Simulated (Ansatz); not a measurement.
# TaC (Fm-3m): the volume at zero pressure

Aim: the volume at which the pressure of TaC (Fm-3m) vanishes.

The COD entry's cell or inner coordinates are ideal or old and differ from later refinements, so a difference from it is no clean test against experiment.

Method: DFT PBE, scalar-relativistic, plane waves, PAW, in Ansatz 0.2.0.

## 1. The starting structure

It takes space group Fm-3m (No. 225, cubic). Conventional cell: a = 4.446 Å, b = 4.446 Å, c = 4.446 Å, α = 90.00°, β = 90.00°, γ = 90.00°. Ta (site symmetry m-3m) has 6 C at 2.22 Å as nearest neighbours. C (site symmetry m-3m) has 6 Ta at 2.22 Å as nearest neighbours.

Coordinates:

```xyz
2
Lattice="0.0000 2.2230 2.2230 2.2230 0.0000 2.2230 2.2230 2.2230 0.0000" Properties=species:S:1:pos:R:3 pbc="T T T"
Ta    0.0000    0.0000    0.0000
C     2.2230    2.2230    2.2230
```

## 2. First run, at the start cell

The input, input.yaml:

```yaml
crystal:
  lattice:
    - [0.0, 2.223, 2.223]
    - [2.223, 0.0, 2.223]
    - [2.223, 2.223, 0.0]
  atoms:
    - { symbol: Ta, position: [0.0, 0.0, 0.0] }
    - { symbol: C, position: [0.5, 0.5, 0.5] }
basis:
  ecutwfc: 420
  ecutrho_ratio: 4
kpoints:
  mp_grid: { grid: [18, 18, 18] }
hamiltonian:
  xc: pbe
scf:
  occupations: { method: gaussian, width: 0.05 }
output:
  forces: true
  stress: true
  eigenvalues: true
```

Run with:

```bash
$ ansatz run input.yaml --threads 1 --pin off --max-ram 2560MiB --backend cpu --events-out ev --progress --plain --runs-dir out
```

Standard output (excerpt; [...] marks lines left out):

```text
Warning: RAYON_NUM_THREADS=1 ignored (pool sized by the plan → 1); use --threads N
[...]
Pseudopotentials: kind: paw
Pseudopotential: Ta, paw, valence charge 13, recommended cutoff 420 eV (normal), Ta.paw.azcp
Pseudopotential: C, paw, valence charge 4, recommended cutoff 420 eV (normal), C.paw.azcp
Functional definition: PBE
[...]
Crystal: 2 atoms, lattice volume = 21.971 Å³
Basis set: ecut = 420 eV, 411 PW (Γ), exchange–correlation on 48×48×48 points (8 copies of the dense FFT grid, shifted against one another)
Bands: 13, of which v1, the nominal top of the filled ones, is band 9 counted from 1 (8 counted from 0)
Symmetry: 48 space group operations
Space group: Fm-3m (ITA 225), of the structure as read, at distance tolerance 2.8e-5 Å
k-points: 195 of 5832
[...]
SCF iter   1: F=—  HF=-10184.372777 eV  |F-HF|=—  |Δ(HF+E_count)|=         —  Δρ=2.01e-3  dr2=6.81e-4  ethr=1.77e-3  ⟨swp⟩=6.0  Hψ=13496  notcnv=0
[...]
SCF iter   6: F=-10184.372855 eV  HF=-10184.372855 eV  |F-HF|=4.29e-10  |Δ(HF+E_count)|=   6.22e-9  Δρ=2.36e-6  dr2=7.11e-10  ethr=3.87e-11  ⟨swp⟩=3.2  Hψ=9374  notcnv=0
[...]
SCF converged after 6 iterations
Free energy (F): -10184.372855 eV
[...]
E sigma→0 (E₀):  -10184.372141 eV
Entropy (-TS):   -0.001428 eV (-0.714 meV/atom)
Fermi energy:    20.135670 eV
[...]
--- Forces (eV/Å), atoms counted from 1 ---
  atom   1  Ta    -0.00000000     0.00000000     0.00000000
  atom   2  C      0.00000000    -0.00000000     0.00000000
[...]
--- Stress (GPa, compression-positive) ---
        6.771774      -0.000000      -0.000000
       -0.000000       6.771774      -0.000000
       -0.000000      -0.000000       6.771774
  P = ⅓ Tr σ = 6.7718 GPa (67.718 kbar)
--- Band table (eV; the first three rows and the last of 195) ---
  k-point 0: bands = ["-48.5743", "-14.8436", "-14.8436", "-14.8436", "5.3161", "18.8161", "18.8161", "18.8161", "19.6634", "19.6634", "19.6634", "20.8295", "20.8295"]
[...]
```

It took 8.4 s on 1 thread of Intel Xeon at 2.50GHz (Skylake/Cascade Lake), shared host; peak memory 0.35 GiB.

Read off: volume 10.985 Å³/atom, pressure 6.77 GPa, no gap.

## 3. Next volume, run 2

input.yaml, as its differences from that of step 2:

```diff
@@ -2,5 +2,5 @@
   lattice:
-    - [0.0, 2.223, 2.223]
-    - [2.223, 0.0, 2.223]
-    - [2.223, 2.223, 0.0]
+    - [0.0, 2.2559614141, 2.2559614141]
+    - [2.2559614141, 0.0, 2.2559614141]
+    - [2.2559614141, 2.2559614141, 0.0]
   atoms:
```

Run with:

```bash
$ ansatz run input.yaml --threads 1 --pin off --max-ram 2560MiB --backend cpu --events-out ev --progress --plain --runs-dir out
```

Standard output (excerpt; [...] marks lines left out):

```text
Warning: RAYON_NUM_THREADS=1 ignored (pool sized by the plan → 1); use --threads N
[...]
[... 4 set-up lines as earlier in the session ...]
[...]
Crystal: 2 atoms, lattice volume = 22.963 Å³
Basis set: ecut = 420 eV, 459 PW (Γ), exchange–correlation on 48×48×48 points (8 copies of the dense FFT grid, shifted against one another)
Bands: 13, of which v1, the nominal top of the filled ones, is band 9 counted from 1 (8 counted from 0)
[... 2 set-up lines as earlier in the session ...]
k-points: 195 of 5832
[...]
SCF iter   1: F=—  HF=-10184.369449 eV  |F-HF|=—  |Δ(HF+E_count)|=         —  Δρ=2.43e-3  dr2=1.49e-3  ethr=1.77e-3  ⟨swp⟩=6.0  Hψ=13457  notcnv=0
[...]
SCF iter   6: F=-10184.369109 eV  HF=-10184.369109 eV  |F-HF|=1.20e-9  |Δ(HF+E_count)|=   1.52e-8  Δρ=3.58e-6  dr2=1.95e-9  ethr=4.88e-11  ⟨swp⟩=3.2  Hψ=9221  notcnv=0
[...]
SCF converged after 6 iterations
Free energy (F): -10184.369109 eV
[...]
E sigma→0 (E₀):  -10184.368364 eV
Entropy (-TS):   -0.001489 eV (-0.745 meV/atom)
Fermi energy:    19.194001 eV
[...]
--- Forces (eV/Å), atoms counted from 1 ---
  atom   1  Ta    -0.00000000     0.00000000    -0.00000000
  atom   2  C      0.00000000     0.00000000     0.00000000
[...]
--- Stress (GPa, compression-positive) ---
       -7.436590      -0.000000      -0.000000
       -0.000000      -7.436590       0.000000
       -0.000000      -0.000000      -7.436590
  P = ⅓ Tr σ = -7.4366 GPa (-74.366 kbar)
--- Band table (eV; the first three rows and the last of 195) ---
  k-point 0: bands = ["-49.6431", "-15.9161", "-15.9161", "-15.9161", "4.6792", "17.9496", "17.9496", "17.9496", "18.7455", "18.7455", "18.7455", "19.8342", "19.8342"]
[...]
```

Wall time 7.2 s (1 thread of Intel Xeon at 2.50GHz (Skylake/Cascade Lake), shared host); peak memory 0.36 GiB.

Read off: volume 11.481 Å³/atom, pressure -7.44 GPa, no gap.

## 4. A new volume, run 3

input.yaml, as its differences from that of step 3:

```diff
@@ -2,5 +2,5 @@
   lattice:
-    - [0.0, 2.2559614141, 2.2559614141]
-    - [2.2559614141, 0.0, 2.2559614141]
-    - [2.2559614141, 2.2559614141, 0.0]
+    - [0.0, 2.2378364607, 2.2378364607]
+    - [2.2378364607, 0.0, 2.2378364607]
+    - [2.2378364607, 2.2378364607, 0.0]
   atoms:
```

Run with:

```bash
$ ansatz run input.yaml --threads 1 --pin off --max-ram 2560MiB --backend cpu --events-out ev --progress --plain --runs-dir out
```

Standard output (excerpt; [...] marks lines left out):

```text
Warning: RAYON_NUM_THREADS=1 ignored (pool sized by the plan → 1); use --threads N
[...]
[... 4 set-up lines as earlier in the session ...]
[...]
Crystal: 2 atoms, lattice volume = 22.414 Å³
Basis set: ecut = 420 eV, 411 PW (Γ), exchange–correlation on 48×48×48 points (8 copies of the dense FFT grid, shifted against one another)
Bands: 13, of which v1, the nominal top of the filled ones, is band 9 counted from 1 (8 counted from 0)
[... 2 set-up lines as earlier in the session ...]
k-points: 195 of 5832
[...]
SCF iter   1: F=—  HF=-10184.382161 eV  |F-HF|=—  |Δ(HF+E_count)|=         —  Δρ=2.17e-3  dr2=9.83e-4  ethr=1.77e-3  ⟨swp⟩=6.0  Hψ=13489  notcnv=0
[...]
SCF iter   6: F=-10184.382078 eV  HF=-10184.382078 eV  |F-HF|=9.13e-10  |Δ(HF+E_count)|=   9.44e-9  Δρ=3.49e-6  dr2=1.53e-9  ethr=4.23e-11  ⟨swp⟩=3.3  Hψ=9198  notcnv=0
[...]
SCF converged after 6 iterations
Free energy (F): -10184.382078 eV
[...]
E sigma→0 (E₀):  -10184.381350 eV
Entropy (-TS):   -0.001455 eV (-0.727 meV/atom)
Fermi energy:    19.706305 eV
[...]
--- Forces (eV/Å), atoms counted from 1 ---
  atom   1  Ta    -0.00000000     0.00000000     0.00000000
  atom   2  C      0.00000000    -0.00000000    -0.00000000
[...]
--- Stress (GPa, compression-positive) ---
        0.023149      -0.000000      -0.000000
        0.000000       0.023149      -0.000000
        0.000000      -0.000000       0.023149
  P = ⅓ Tr σ = 0.0231 GPa (0.231 kbar)
--- Band table (eV; the first three rows and the last of 195) ---
  k-point 0: bands = ["-49.0613", "-15.3326", "-15.3326", "-15.3326", "5.0242", "18.4213", "18.4213", "18.4213", "19.2456", "19.2456", "19.2456", "20.3756", "20.3756"]
[...]
```

Wall time 7.4 s (1 thread of Intel Xeon at 2.50GHz (Skylake/Cascade Lake), shared host); peak memory 0.36 GiB.

Result: volume 11.207 Å³/atom, pressure 0.02 GPa, a metal on this mesh.

## 5. The runs together

```
run  functional  volume (Å³/atom)  pressure (GPa)  energy from the first of its functional (meV/atom)    k mesh
  1         PBE            10.985            6.77                                                 0.0  18×18×18
  2         PBE            11.481           -7.44                                                 1.9  18×18×18
  3         PBE            11.207            0.02                                                -4.6  18×18×18
```

## 6. Outcome

| quantity | value |
| --- | --- |
| volume | 11.207 Å³/atom |
| pressure | 0.02 GPa |
| conventional cell | a = 4.476 Å, b = 4.476 Å, c = 4.476 Å, α = 90.00°, β = 90.00°, γ = 90.00° |
| gap on the mesh | none (metal) |

**Reading.** The volume went from 10.99 to 11.21 Å³/atom (+2.0 %), where 0.02 GPa is left. Spin–orbit coupling is left out, though the cell holds Ta; in elements this heavy it can shift levels and gaps by tenths of an eV.
